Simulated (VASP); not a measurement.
# Pd, energy along a vibration (SMASS = -2): which settings are enough?

Pd, atoms displaced along the mode, 2 atoms in the cell. PBE, energy along a line of displacements; PAW potentials Pd (PBE set). VASP 6.6.1.

Wanted: harmonic frequency within 1 %.

Mode: transverse mode at X.

POSCAR of the starting run:
```
Pd
1.0
    1.9465000000      1.9465000000      0.0000000000
   -1.9465000000      1.9465000000      0.0000000000
    0.0000000000      0.0000000000      3.8930000000
Pd
2
Direct
   -0.0102748523      0.0102748523      0.0000000000
    0.5102748523      0.4897251477      0.5000000000

    0.0100000000   0.0000000000   0.0000000000
   -0.0100000000   0.0000000000   0.0000000000
```

The series start from k mesh: 7 × 7 × 5; Cutoff (eV): 330; Step along the mode (Å): 0.02; Electronic threshold (eV): 1e-7; Smearing width (eV): 0.15; Precision and projection: Accurate, reciprocal space. Each series keeps the choices made before it, and each single choice may use up half of a tolerance.

## k mesh

| k mesh | Harmonic frequency (THz) | Time (s) |
|---|---|---|
| 3 × 3 × 2 | 5.259 | 8.9 |
| 4 × 4 × 3 | 5.179 | 11 |
| 6 × 6 × 4 | 4.414 | 17 |
| 7 × 7 × 5 | 4.905 | 25 |
| 9 × 9 × 6 | 4.619 | 40 |
| 11 × 11 × 8 | crashed | 68 |
| 14 × 14 × 10 (reference) | 4.739 | 150 |

Chosen: 14 × 14 × 10; the next looser run gave no result to compare.

## Cutoff (eV)

| Cutoff (eV) | Harmonic frequency (THz) | Time (s) |
|---|---|---|
| 180 | crashed | 110 |
| 220 | 4.581 | 146 |
| 250 | crashed | 125 |
| 290 | crashed | 156 |
| 330 (reference) | 4.739 | 150 |
| 380 | crashed | 195 |

Chosen: 330; the next looser run gave no result to compare.

VASP's message at the runs that stop: ERROR in subspace rotation PDSYEVX/ PZHEEVX: I2,IFAIL= 1 12.

VASP's message at the runs that stop: ERROR in subspace rotation PDSYEVX/ PZHEEVX: I2,IFAIL= 1 4.

## Electronic threshold (eV)

| Electronic threshold (eV) | Harmonic frequency (THz) | Time (s) |
|---|---|---|
| 0.001 | 4.724 | 115 |
| 0.0001 | 4.724 | 115 |
| 1e-5 | 4.724 | 124 |
| 1e-6 | 4.724 | 158 |
| 1e-7 | 4.724 | 182 |
| 1e-8 (reference) | 4.724 | 206 |

Chosen: 0.001, the loosest value from which every tighter one stays within half of the tolerance.

## Smearing width (eV)

| Smearing width (eV) | Harmonic frequency (THz) | Time (s) |
|---|---|---|
| 0.4 | 4.73 | 110 |
| 0.3 | 4.717 | 109 |
| 0.2 | 4.716 | 108 |
| 0.15 | 4.724 | 115 |
| 0.1 (reference) | 4.73 | 104 |

Chosen: 0.4.

## Precision and projection

| Precision and projection | Harmonic frequency (THz) | Time (s) |
|---|---|---|
| Accurate, reciprocal space | 4.73 | 110 |
| Normal, reciprocal space | 4.729 | 102 |
| Normal, Auto | 4.705 | 139 |

Chosen: Accurate, reciprocal space; no other choice that stays within half of the tolerance saves 30 % of the time.

Also changed on the way, by series that aren't shown: Step along the mode (Å): 0.08.

## All choices together

| Input | Harmonic frequency (THz) | Time (s) |
|---|---|---|
| defaults on a coarse mesh (naive) | 5.183 | 3.1 |
| chosen settings | 4.73 | 110 |
| reference settings throughout | 4.77 | 167 |

The chosen settings stay within the tolerance of the reference run, but the reference itself isn't shown to be converged in: k mesh, Cutoff (eV).

## The input

INCAR:
```
SYSTEM = Pd
GGA = PE
PREC = Accurate
ENCUT = 330
EDIFF = 0.001
ALGO = Normal
LREAL = .FALSE.
LASPH = .TRUE.
ISMEAR = 1
SIGMA = 0.4
ISYM = 0
LWAVE = .FALSE.
LCHARG = .FALSE.
IBRION = 0
SMASS = -2
POTIM = 1
NSW = 9
NELMIN = 4
KPAR = 2
```

KPOINTS:
```
Automatic mesh
0
Gamma
  14 14 10
  0 0 0
```

POSCAR:
```
Pd
1.0
    1.9465000000      1.9465000000      0.0000000000
   -1.9465000000      1.9465000000      0.0000000000
    0.0000000000      0.0000000000      3.8930000000
Pd
2
Direct
   -0.0410994092      0.0410994092      0.0000000000
    0.5410994092      0.4589005908      0.5000000000

    0.0400000000   0.0000000000   0.0000000000
   -0.0400000000   0.0000000000   0.0000000000
```

Commands:
```
cat potpaw_PBE.64/Pd/POTCAR > POTCAR
mpirun -np 2 vasp_std > vasp.out
```

Limits: NELMIN = 4 forces that many electronic steps, so a loose EDIFF looks better here than it is.

The chosen input took VASP 6.6.1 110 s on 2 cores (Intel Xeon Platinum 8124M @ 3.00GHz (Skylake/Cascade Lake)), a shared host.
